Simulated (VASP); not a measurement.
# TaN (P6_3/mmc) in VASP: single point with LDA+U

Aim: the single point of TaN with LDA+U.

Everything below comes from runs of VASP 6.6.1. Logs are shortened: lines on timing, memory, paths and dates and some standing lists are left out, and cuts for length are marked.

### Step 1. Starting point

Symmetry: P6_3/mmc, No. 194, hexagonal system. Conventional cell: a = 3.048 Å, b = 3.048 Å, c = 4.918 Å, α = 90.00°, β = 90.00°, γ = 120.00°. Around Ta (site symmetry -3m) lie 6 N at 2.15 Å and 2 Ta at 2.46 Å. N (site symmetry -6m2) is surrounded by 6 Ta at 2.15 Å.

### Step 2. Single point, LDA+U

File INCAR:

```
ALGO = Fast
EDIFF = 1E-6
ENCUT = 520
ISIF = 2
ISMEAR = 0
LASPH = T
LCHARG = F
LDAU = T
LDAUJ = 0 0
LDAUL = 2 -1
LDAUPRINT = 1
LDAUTYPE = 2
LDAUU = 1 0
LMAXMIX = 4
LREAL = F
LWAVE = F
NBANDS = 24
NELM = 150
PREC = Accurate
SIGMA = 0.05
```

File KPOINTS:

```
k-points
0
Gamma
  7 7 4
```

File POSCAR:

```
TaN
1.0
    3.0480018400      0.0000000000      0.0000000000
   -1.5240009200      2.6396470300      0.0000000000
    0.0000000000      0.0000000000      4.9179997800
Ta N
2 2
Direct
    0.0000000000      0.0000000000      0.0000000000
    0.0000000000      0.0000000000      0.5000000000
    0.3333333333      0.6666666667      0.2500000000
    0.6666666667      0.3333333333      0.7500000000
```

Potentials or basis: VASP PAW LDA potentials, release 64 (Ta_pv, N).

The run is started by

```
$ cat potpaw_LDA.64/Ta_pv/POTCAR potpaw_LDA.64/N/POTCAR > POTCAR
$ mpirun -np 1 vasp_std > vasp.out
```

OUTCAR:

```text
EDIFF = 1E-6
   ENCUT = 520
   ISIF = 2
   ISMEAR = 0
   LASPH = T
   LREAL = F
   NELM = 150
   PREC = Accurate

 ion  position               nearest neighbor table
   1  0.000  0.000  0.000-   3 2.15   4 2.15   4 2.15   3 2.15   4 2.15   3 2.15   2 2.46   2 2.46

   2  0.000  0.000  0.500-   3 2.15   4 2.15   4 2.15   3 2.15   4 2.15   3 2.15   1 2.46   1 2.46

   3  0.333  0.667  0.250-   1 2.15   2 2.15   1 2.15   2 2.15   1 2.15   2 2.15
   4  0.667  0.333  0.750-   1 2.15   2 2.15   1 2.15   2 2.15   1 2.15   2 2.15

  LATTYP: Found a hexagonal cell.
 ALAT       =     3.0480018400
 C/A-ratio  =     1.6135160142

  Lattice vectors:

 A1 = (   3.0480018400,   0.0000000000,   0.0000000000)
 A2 = (  -1.5240009200,   2.6396470300,   0.0000000000)
 A3 = (   0.0000000000,   0.0000000000,   4.9179997800)

Analysis of symmetry for initial positions (statically):
=====================================================================
 Subroutine PRICEL returns:
 Original cell was already a primitive cell.

 Routine SETGRP: Setting up the symmetry group for a
 hexagonal supercell.

 Subroutine GETGRP returns: Found 24 space group operations
 (whereof 12 operations were pure point group operations)
 out of a pool of 24 trial point group operations.

The static configuration has the point symmetry D_3d.
 The point group associated with its full space group is D_6h.

Analysis of symmetry for dynamics (positions and initial velocities):
=====================================================================
 Subroutine PRICEL returns:
 Original cell was already a primitive cell.

 Routine SETGRP: Setting up the symmetry group for a
 hexagonal supercell.

 Subroutine GETGRP returns: Found 24 space group operations
 (whereof 12 operations were pure point group operations)
 out of a pool of 24 trial point group operations.

The dynamic configuration has the point symmetry D_3d.
 The point group associated with its full space group is D_6h.

 Subroutine INISYM returns: Found 24 space group operations
[... 185 lines left out ...]
  0.0000 -0.0000  0.3767 -0.0000  0.0000
 -0.0101  0.0000 -0.0000  0.2682  0.0000
 -0.0000 -0.0101  0.0000  0.0000  0.2363

spin component  2

  0.2363  0.0000  0.0000 -0.0101 -0.0000
  0.0000  0.2682 -0.0000  0.0000 -0.0101
  0.0000 -0.0000  0.3767 -0.0000  0.0000
 -0.0101  0.0000 -0.0000  0.2682  0.0000
 -0.0000 -0.0101  0.0000  0.0000  0.2363

 occupancies and eigenvectors

  o =  0.2334  v =  0.9603  0.0000 -0.0000  0.2790  0.0000  0.0000  0.0000  0.0000  0.0000  0.0000      0.0000  0.0000  0.0000  0.0000  0.0000  0.0000  0.0000  0.0000  0.0000  0.0000
  o =  0.2334  v =  0.0000  0.0000  0.0000  0.0000  0.0000  0.9603  0.0000 -0.0000  0.2790  0.0000      0.0000  0.0000  0.0000  0.0000  0.0000  0.0000  0.0000  0.0000  0.0000  0.0000
  o =  0.2334  v = -0.0000  0.2790 -0.0000 -0.0000  0.9603  0.0000  0.0000  0.0000  0.0000  0.0000      0.0000  0.0000  0.0000  0.0000  0.0000  0.0000  0.0000  0.0000  0.0000  0.0000
  o =  0.2334  v =  0.0000  0.0000  0.0000  0.0000  0.0000 -0.0000  0.2790 -0.0000 -0.0000  0.9603      0.0000  0.0000  0.0000  0.0000  0.0000  0.0000  0.0000  0.0000  0.0000  0.0000
  o =  0.2712  v = -0.2790 -0.0000 -0.0000  0.9603  0.0000  0.0000  0.0000  0.0000  0.0000  0.0000      0.0000  0.0000  0.0000  0.0000  0.0000  0.0000  0.0000  0.0000  0.0000  0.0000
  o =  0.2712  v =  0.0000  0.0000  0.0000  0.0000  0.0000 -0.2790 -0.0000 -0.0000  0.9603  0.0000      0.0000  0.0000  0.0000  0.0000  0.0000  0.0000  0.0000  0.0000  0.0000  0.0000
  o =  0.2712  v = -0.0000  0.9603  0.0000  0.0000 -0.2790  0.0000  0.0000  0.0000  0.0000  0.0000      0.0000  0.0000  0.0000  0.0000  0.0000  0.0000  0.0000  0.0000  0.0000  0.0000
  o =  0.2712  v =  0.0000  0.0000  0.0000  0.0000  0.0000 -0.0000  0.9603  0.0000  0.0000 -0.2790      0.0000  0.0000  0.0000  0.0000  0.0000  0.0000  0.0000  0.0000  0.0000  0.0000
  o =  0.3767  v =  0.0000  0.0000  0.0000  0.0000  0.0000  0.0000 -0.0000  1.0000  0.0000  0.0000      0.0000  0.0000  0.0000  0.0000  0.0000  0.0000  0.0000  0.0000  0.0000  0.0000
  o =  0.3767  v =  0.0000 -0.0000  1.0000  0.0000  0.0000  0.0000  0.0000  0.0000  0.0000  0.0000      0.0000  0.0000  0.0000  0.0000  0.0000  0.0000  0.0000  0.0000  0.0000  0.0000

 number of electron      32.0000002 magnetization

 Free energy of the ion-electron system (eV)
  ---------------------------------------------------
  ext. energy  EPLUGINS =         0.00000000
  ---------------------------------------------------
  free energy    TOTEN  =       -44.35519114 eV

  energy without entropy =      -44.35196357  energy(sigma->0) =      -44.35357735

 E-fermi :   9.8903     XC(G=0): -13.9761

 val. band max:        9.8809237358   @ k =   0.0000   0.0000   0.5000
 cond. band min:       9.9022603057   @ k =   0.4286   0.1429   0.2500
 fundamental gap:      0.0213365700
 Fermi energy:         9.8902922255

 k-point     1 :       0.0000    0.0000    0.0000
  band No.  band energies     occupation
      1     -27.3138      2.00000
      2     -25.4411      2.00000
      3     -25.4411      2.00000
      4     -25.0591      2.00000
      5     -25.0591      2.00000
      6     -24.2413      2.00000
[... 637 lines left out ...]
     23      18.1107      0.00000
     24      18.1107      0.00000

------------------------ aborting loop because EDIFF is reached ----------------------------------------

  FORCE on cell =-STRESS in cart. coord.  units (eV):
  Direction    XX          YY          ZZ          XY          YZ          ZX
  --------------------------------------------------------------------------------------
  -------------------------------------------------------------------------------------
  Total        4.5800251      4.5800251     25.6398957      0.0000000     -0.0000000      0.0000000
  in kB      185.4508618    185.4508626   1038.1909734      0.0000000     -0.0000000      0.0000000
  external PRESSURE =     469.6975660 kB  Pullay stress =       0.0000000 kB

 VOLUME and BASIS-vectors are now :
 -----------------------------------------------------------------------------
  energy-cutoff  :      520.00
  volume of cell :       39.57
      direct lattice vectors                 reciprocal lattice vectors
     3.048001840  0.000000000  0.000000000     0.328083791  0.189419265  0.000000000
    -1.524000920  2.639647030  0.000000000     0.000000000  0.378838530  0.000000000
     0.000000000  0.000000000  4.917999780     0.000000000  0.000000000  0.203334698

 POSITION                                       TOTAL-FORCE (eV/Angst)
 -----------------------------------------------------------------------------------
      0.00000      0.00000      0.00000        -0.000000      0.000000      0.000000
      0.00000      0.00000      2.45900        -0.000000      0.000000      0.000000
     -0.00000      1.75976      1.22950         0.000000     -0.000000      0.000000
      1.52400      0.87988      3.68850        -0.000000     -0.000000      0.000000
 -----------------------------------------------------------------------------------
    total drift:                               -0.000000      0.000000      0.000000

  FREE ENERGIE OF THE ION-ELECTRON SYSTEM (eV)
  ---------------------------------------------------
  free  energy   TOTEN  =       -44.3551911420 eV

  energy  without entropy=      -44.3519635674  energy(sigma->0) =      -44.35357735
```

stdout:

```text
POSCAR found type information on POSCAR TaN
 POSCAR found :  2 types and       4 ions
 scaLAPACK will be used
 LDA part: xc-table for (Slater(with rela. corr.)+CA(PZ))
 , standard interpolation
 POSCAR, INCAR and KPOINTS ok, starting setup
 FFT: planning ... GRIDC
 FFT: planning ... GRID_SOFT
 FFT: planning ... GRID
 WAVECAR not read
 entering main loop
```

Run time: 11 s. Hardware: 1 thread of Intel Xeon 6975P-C (Granite Rapids), shared host; peak memory 0.15 GiB.

What came out:

```yaml
Free_energy: -44.3552 eV
Pressure: 47.0 GPa
Band_gap_on_the_k_mesh: none (metal or under the smearing width)
```

Levels at points of the mesh, in eV from the Fermi level:
```tsv
k point	band 12	band 13	band 14	band 15	band 16	band 17	band 18	band 19	band 20	band 21
(0.00, 0.00, 0.00)	-5.33	-3.65	-3.65	-3.63	-1.86	-1.86	-0.61	-0.61	2.91	4.34
(0.00, 0.00, 0.50)	-6.38	-6.38	-6.38	-0.01	-0.01	0.02	0.02	0.02	0.02	4.63
```

Eigenvalues of the final occupation matrices:
```tsv
site	spin	trace	eigenvalues
site 1 d	1	1.39	0.23 0.23 0.27 0.27 0.38
site 1 d	2	1.39	0.23 0.23 0.27 0.27 0.38
site 2 d	1	1.39	0.23 0.23 0.27 0.27 0.38
site 2 d	2	1.39	0.23 0.23 0.27 0.27 0.38
```

Caveat: a pressure of tens of GPa on the cell as given is suspect, and the run, the potentials or the cell itself is likely at fault; U without spin polarisation on a metal has little footing.
